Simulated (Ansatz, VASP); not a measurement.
# GaN: VASP beside Ansatz

Wanted: the spread between two codes on one cell, functional and k mesh. The cell is taken from a series of VASP runs on this material, whose earlier steps may have relaxed, scaled or displaced it; both programs get it as it stands.

Calculated with Ansatz 0.2.0; plane waves, with VASP 6.6.1 beside it; band structure at r2SCAN-EpsX with an exact-exchange share of 0.173.

## (1) The starting structure

It takes space group P6_3mc (No. 186, hexagonal). The conventional cell has a = 3.190 Å, b = 3.190 Å, c = 5.189 Å, α = 90.00°, β = 90.00°, γ = 120.00°. Nearest to Ga lie 4 N at 1.95 Å. N has 4 Ga at 1.95 Å nearest. Farther neighbours and most contacts between anions are not listed.

## (2) Ansatz: band structure, r2SCAN-EpsX with an exact-exchange share of 0.173

Ansatz runs on its default PAW (the set named soft_2) files.

The same path points are solved in both programs, so levels can be compared one by one.

input.yaml reads:

```yaml
crystal:
  lattice:
    - [3.19, 0.0, 0.0]
    - [-1.595, 2.7626210381, 0.0]
    - [0.0, 0.0, 5.189]
  atoms:
    - { symbol: Ga, position: [0.3333333333, 0.6666666667, 0.5] }
    - { symbol: Ga, position: [0.6666666667, 0.3333333333, 0.0] }
    - { symbol: "N", position: [0.3333333333, 0.6666666667, 0.875] }
    - { symbol: "N", position: [0.6666666667, 0.3333333333, 0.375] }
hamiltonian:
  xc: { exchange: r2scan, correlation: r2scan, exx: { coeff: 0.173 } }
  pseudopotentials: { kind: paw }
kpoints:
  mp_grid: { grid: [5, 5, 3] }
  band_path:
    path:
      - [0.0, 0.0, 0.0]
      - [0.44444, 0.0, 0.0]
      - [0.38889, 0.22222, 0.0]
      - [0.18519, 0.18519, 0.0]
      - [0.0, 0.0, 0.11111]
      - [0.0, 0.0, 0.5]
      - [0.44444, 0.0, 0.5]
      - [0.38889, 0.22222, 0.5]
      - [0.18519, 0.18519, 0.5]
      - [0.5, 0.0, 0.38889]
      - [0.33333, 0.33333, 0.0]
      - [0.33333, 0.33333, 0.5]
    npoints: 1
scf:
  occupations: { method: gaussian, width: 0.03 }
  n_extra_bands: 8
output:
  forces: true
  stress: true
  eigenvalues: true
```

The run is started by

```
$ ansatz run input.yaml --threads 4 --pin off --max-ram 9216MiB --backend cpu --events-out ev --progress --plain --runs-dir out
```

Numbers of over 12 decimals in the logs are rounded to 6 here.

Output:

```text
Warning: output.stress: scf.convergence.dr2_threshold = 1e-7 eV (the SCF's general default) is looser than the 4e-10 eV advised for a printed stress (1e-10 eV for each atom of the cell: 4). What an SCF threshold leaves in a stress goes as its square root, and in the free energy as the threshold itself, and one threshold admits the most on a small cell: [figures from the program's tests cut] Set scf.convergence.dr2_threshold to 4e-10 eV or tighter. The threshold is an SCF's pass mark: one that does not reach it within its budget of iterations ends unconverged, or closes short of it on a stop that the run arms, and scf.convergence.dr2_threshold's page says what that costs each kind of run
Warning: output.stress: scf.exx.energy_threshold = 1e-6 eV is looser than the 4e-8 eV advised for a stress under a hybrid functional (1e-8 eV for each atom of the cell: 4). Every SCF of the exchange loop can meet its threshold on dr2 while the loop round them stops early: no threshold on dr2 bounds what that leaves in the stress. Set scf.exx.energy_threshold to 4e-8 eV or tighter. The threshold is the loop's pass mark: a loop that does not reach it within its budget of cycles ends unconverged, and scf.exx.energy_threshold's page has the law
scf.n_extra_bands = 8 over 18 filled bands (N_el = 36.0): the run solves 26 bands
Engine: ansatz 0.2.0, x86_64-unknown-linux-gnu
Pseudopotentials: kind: paw
Pseudopotential: Ga, paw, valence charge 13, recommended cutoff 500 eV (meta_gga), Ga.paw.azcp
Pseudopotential: N, paw, valence charge 5, recommended cutoff 500 eV (meta_gga), N.paw.azcp
Functional definition: unnamed
  parameter a_1 = 0.173
  exchange = (1 - a_1)*r2scan_x + a_1*exact_x
  correlation = r2scan_c
Crystal: 4 atoms, lattice volume = 45.729 Å³
Basis set: ecut = 500 eV, 1141 PW (Γ), exchange–correlation on 96×96×160 points (64 copies of the dense FFT grid, shifted against one another)
Bands: 26, of which v1, the nominal top of the filled ones, is band 18 counted from 1 (17 counted from 0)
Symmetry: 12 space group operations
Space group: P63mc (ITA 186), of the structure as read, at distance tolerance 3.6e-5 Å
k-points: 10 of 75 (time reversal used)
Non-local potential: Ga, projectors of the file, l = 0: 2, l = 1: 2, l = 2: 3, l = 3: 1
Non-local potential: N, projectors of the file, l = 0: 2, l = 1: 2, l = 2: 1
PAW form: soft (Blöchl's): semilocal exchange-correlation on the pseudo side does not see the compensation charge
PAW frozen core: Ga, regenerated for the run's functional, and the local potential with it (the file was generated under x = pbe(κ = 0.804, μ = 0.219515), c = pbe(β = 0.066725))
PAW frozen core: N, regenerated for the run's functional, and the local potential with it (the file was generated under x = pbe(κ = 0.804, μ = 0.219515), c = pbe(β = 0.066725))
PAW one-centre angular grid: Ga, 590 points (default); XC on 160 Gauss nodes
PAW one-centre angular grid: N, 302 points (default); XC on 160 Gauss nodes
Initial density: superposition of atomic densities (neutral atoms: chi_scale 0, normalization atom), corrected by the library's trained network
Initial wavefunctions: pseudopotential atomic-orbital guess
Functional: x = r2scan, c = r2scan; τ floored in thin density (d = 2e-4 eV/Å³), warm-up for x = 0.827 r2scan + 0.173 exact, c = r2scan; τ floored in thin density (d = 2e-4 eV/Å³)
SCF iter   1: F=—  HF=-8352.700926 eV  |F-HF|=—  |Δ(HF+E_count)|=         —  Δρ=1.29e-2  dr2=2.93e-2  dr2_τ=1.90e-1  ethr=1.77e-3  ⟨swp⟩=7.6  Hψ=1113  notcnv=0
preconditioner: auto → none  [insulator: Δε(μ)=2.266 eV  Ē_g=19.924 eV  σ=0.030 eV  W_gap=1.00  n_scr=22 (ndim 8)  ℏωp=32.9 eV  f_vac=0.008  D(μ)=0.00/eV (n_scr^D=0)]
SCF iter   2: F=—  HF=-8352.762275 eV  |F-HF|=—  |Δ(HF+E_count)|=   6.13e-2  Δρ=4.66e-3  dr2=6.26e-3  dr2_τ=2.35e-4  ethr=8.13e-5  ⟨swp⟩=4.4  Hψ=893  notcnv=0
SCF iter   3: F=—  HF=-8352.762243 eV  |F-HF|=—  |Δ(HF+E_count)|=   3.22e-5  Δρ=3.21e-3  dr2=1.53e-3  dr2_τ=1.24e-4  ethr=1.74e-5  ⟨swp⟩=3.0  Hψ=654  notcnv=0
SCF iter   4: F=-8352.762306 eV  HF=-8352.762428 eV  |F-HF|=1.23e-4  |Δ(HF+E_count)|=   1.85e-4  Δρ=9.19e-4  dr2=2.72e-4  dr2_τ=6.06e-5  ethr=4.25e-6  ⟨swp⟩=3.0  Hψ=549  notcnv=0
SCF 1 stopped early in 4 iterations: F = -8352.762306 eV  dr2 = 2.72e-4
  greatest PAW one-centre occupation: 0.995 electrons in one spin orbital (limit 2), on the Ga atom at site 1 (counted from 0), in its partial waves of l = 2
Initial density: handed on by an earlier stage of this run
Initial wavefunctions: those handed on with the density
Functional: x = 0.827 r2scan + 0.173 exact, c = r2scan; τ floored in thin density (d = 2e-4 eV/Å³)
Frozen-core exchange: fock
SCF iter   1: F=—  HF=-8350.849681 eV  |F-HF|=—  |Δ(HF+E_count)|=         —  Δρ=9.16e-3  dr2=1.55e-2  dr2_τ=5.62e-5  ethr=7.57e-6  ⟨swp⟩=5.2  Hψ=1102  notcnv=0
preconditioner: auto → none  [insulator: Δε(μ)=3.541 eV  Ē_g=22.309 eV  σ=0.030 eV  W_gap=1.00  n_scr=22 (ndim 8)  ℏωp=32.9 eV  f_vac=0.010  D(μ)=0.00/eV (n_scr^D=0)]
SCF iter   2: F=—  HF=-8350.845022 eV  |F-HF|=—  |Δ(HF+E_count)|=   4.66e-3  Δρ=1.48e-3  dr2=1.08e-3  dr2_τ=2.40e-5  ethr=7.57e-6  ⟨swp⟩=4.0  Hψ=811  notcnv=0
SCF iter   3: F=—  HF=-8350.848984 eV  |F-HF|=—  |Δ(HF+E_count)|=   3.96e-3  Δρ=1.15e-3  dr2=3.79e-4  dr2_τ=3.86e-5  ethr=2.08e-6  ⟨swp⟩=3.5  Hψ=615  notcnv=0
SCF iter   4: F=—  HF=-8350.848927 eV  |F-HF|=—  |Δ(HF+E_count)|=   5.71e-5  Δρ=3.21e-4  dr2=5.19e-5  dr2_τ=1.40e-5  ethr=1.03e-6  ⟨swp⟩=3.0  Hψ=513  notcnv=0
iter 5 solved again at ethr=9.27e-9 eV; its pass at ethr=1.17e-7 eV (dr2=3.34e-6 eV) is discarded
SCF iter   5: F=—  HF=-8350.848915 eV  |F-HF|=—  |Δ(HF+E_count)|=   1.15e-5  Δρ=1.05e-4  dr2=1.79e-5  dr2_τ=1.48e-7  ethr=9.27e-9  ⟨swp⟩=4.0  Hψ=1130  notcnv=0
SCF iter   6: F=—  HF=-8350.848993 eV  |F-HF|=—  |Δ(HF+E_count)|=   7.73e-5  Δρ=1.88e-4  dr2=1.67e-5  dr2_τ=1.03e-6  ethr=9.27e-9  ⟨swp⟩=4.1  Hψ=680  notcnv=0
SCF iter   7: F=-8350.848988 eV  HF=-8350.848988 eV  |F-HF|=3.36e-7  |Δ(HF+E_count)|=   4.60e-6  Δρ=3.17e-5  dr2=1.30e-6  dr2_τ=1.52e-9  ethr=9.27e-9  ⟨swp⟩=3.1  Hψ=537  notcnv=0
SCF 2 stopped early in 7 iterations: F = -8350.848988 eV  dr2 = 1.30e-6
  Residual-converged pass: ⟨swp⟩=3.7  Hψ=638  notcnv=0  max |occ|·‖R‖ = 6.4e-6 eV (tolerance 6.7e-6 eV)  dr2=1.30e-6  dr2_τ=1.48e-9  dr2_onsite=3.76e-8  max |Δocc| = 0.0e0
hybrid outer 1: dexx = +4.147e-3 eV, tail = 8.92e-6 eV
Frozen-core exchange: fock
SCF iter   1: F=—  HF=-8350.848854 eV  |F-HF|=—  |Δ(HF+E_count)|=         —  Δρ=3.03e-5  dr2=2.33e-7  dr2_τ=8.96e-9  ethr=1.24e-7  ⟨swp⟩=4.5  Hψ=620  notcnv=0
preconditioner: auto → none  [insulator: Δε(μ)=3.568 eV  Ē_g=22.227 eV  σ=0.030 eV  W_gap=1.00  n_scr=22 (ndim 8)  ℏωp=32.9 eV  f_vac=0.012  D(μ)=0.00/eV (n_scr^D=0)]
SCF iter   2: F=—  HF=-8350.848855 eV  |F-HF|=—  |Δ(HF+E_count)|=   2.64e-7  Δρ=8.58e-6  dr2=1.29e-8  dr2_τ=2.29e-9  ethr=5.77e-10  ⟨swp⟩=4.0  Hψ=774  notcnv=0
SCF iter   3: F=—  HF=-8350.848855 eV  |F-HF|=—  |Δ(HF+E_count)|=  7.28e-12  Δρ=3.64e-6  dr2=2.56e-9  dr2_τ=1.75e-10  ethr=3.45e-11  ⟨swp⟩=4.0  Hψ=577  notcnv=0
SCF iter   4: F=—  HF=-8350.848855 eV  |F-HF|=—  |Δ(HF+E_count)|=  8.80e-10  Δρ=9.10e-7  dr2=8.60e-10  dr2_τ=2.23e-11  ethr=5.87e-12  ⟨swp⟩=3.0  Hψ=506  notcnv=0
SCF iter   5: F=-8350.848855 eV  HF=-8350.848855 eV  |F-HF|=6.02e-10  |Δ(HF+E_count)|=   8.71e-9  Δρ=7.49e-7  dr2=1.89e-10  dr2_τ=4.53e-12  ethr=1.02e-12  ⟨swp⟩=4.0  Hψ=768  notcnv=0
SCF 3 converged in 5 iterations: F = -8350.848855 eV  dr2 = 1.89e-10
  Residual-converged pass: ⟨swp⟩=2.0  Hψ=361  notcnv=0  max |occ|·‖R‖ = 6.0e-7 eV (tolerance 6.3e-7 eV)  dr2=1.89e-10  dr2_τ=4.57e-12  dr2_onsite=5.29e-10  max |Δocc| = 0.0e0
hybrid outer 2: dexx = +1.403e-7 eV, tail = 2.82e-9 eV, Δε = 1.28e-3 eV (about 2.93e-5 eV left of the loop's levels), ΔF = 1.68e-4 eV/Å (tail 1.03e-4)
NSCF: frozen V_eff on 12 k-points
hybrid SCF converged: 2 outer / 12 inner (+4 warm-up), last move |dexx| = 1.40e-7 eV, tail = 2.82e-9 eV
Stability not checked: this state was not tested for a lower state beside it, because the functional holds exact exchange (a hybrid, or Hartree-Fock), whose exchange loop this test does not read (fock_operator; see scf.lower_state_search)
Free energy (F): -8350.848855 eV
Frozen-core exchange: fock
Harris-Foulkes:  -8350.848855 eV  (|F-HF|=6.02e-10)
Internal energy: -8350.848855 eV  (E = F + TS)
E sigma→0 (E₀):  -8350.848855 eV
Fermi energy:    10.439878 eV
--- Per-component energies (eV) ---
  E_band       = -94.649129
  E_kinetic    = 493.462069
  E_local      = -3916.384941  (includes V_loc(G=0)·N_el)
  E_nonlocal   = 953.640390
  E_hartree    = 1810.467641
  E_xc         = -205.305326
  E_vxc        = -239.071696  (∫ρ·V_xc dr)
  E_exx        = -96.284766  (= α·E_x^exact, valence–valence)
  E_paw        = -4216.934786  (= ΣΔE_a)
  E_vpaw       = -826.256060  (= ΣTr[D̂ρ^β])
  E_aug_tail   = -0.000039  (compensation charges beyond the density's cutoff)
  E_vtau       = 11.596525  (kinetic-family band-sum trace: ∫τ·v_τ [+ j·A + Jᵃ·Aᵃ] dr)
  E_ewald      = -3172.508547
  E_core_change = -1.000549  (= ΣΔE_core)
  E_smearing   = -0.000000  (= −TS)
  E_closure    = -0.000000  (closes the sum)
  Σ components = -8350.848855   (vs F -8350.848855, Δ=0.00e0)
--- Forces (eV/Å), atoms counted from 1 ---
  atom   1  Ga    -0.00000000     0.00000000    -0.13650483
  atom   2  Ga     0.00000000    -0.00000000    -0.13650483
  atom   3  N      0.00000000     0.00000000     0.13649225
  atom   4  N      0.00000000    -0.00000000     0.13649225
  max |Σ_I F_I| component: 2.52e-5 eV/Å
--- Stress (GPa, compression-positive) ---
       -3.983547       0.000000       0.000000
       -0.000000      -3.983547       0.000000
        0.000000       0.000000      -2.956929
  P = ⅓ Tr σ = -3.6413 GPa (-36.413 kbar)
--- Band table (eV; the first three rows and the last of 10) ---
  k-point 0: bands = [... 14 lower, 7.5255, 8.5986, 8.6556, 8.6556, 12.2239, 14.8175, 20.1480, 20.6585, ... 4 higher]
  k-point 1: bands = [... 14 lower, 7.7959, 7.7959, 8.3603, 8.3603, 13.9857, 14.9533, 19.4671, 19.8652, ... 4 higher]
  k-point 2: bands = [... 14 lower, 6.3667, 6.7951, 8.1465, 8.2981, 14.2089, 16.4442, 18.4949, 19.4667, ... 4 higher]
  k-point 9: bands = [... 14 lower, 4.3566, 5.5487, 6.2694, 6.9920, 15.8008, 17.0759, 18.2848, 18.5815, ... 4 higher]
```

Run time: 39 s. Hardware: 4 threads of AMD EPYC 7B13 (Zen 3), shared host; peak memory 1 GiB; 2.2 min of CPU time.

Reading the cycles: dr2 is the Hartree energy of the density residual (eV), the measure of convergence; HF is the Harris–Foulkes estimate of the energy, which meets the free energy F at convergence.

[end of part 1 of 2]

[Lines on the potential files, build, host, timing and source positions are cut from VASP's logs without a mark.]

[Logs are printed without paths, hosts, clocks, repeated set-up lines and the standing remarks that a program may print on its own settings, such as how far it seeks lower states.]

[Hosts, paths, dates, database ids (printed as entryN), source tags and the programs' standing remarks are cut or masked in the printed files.]
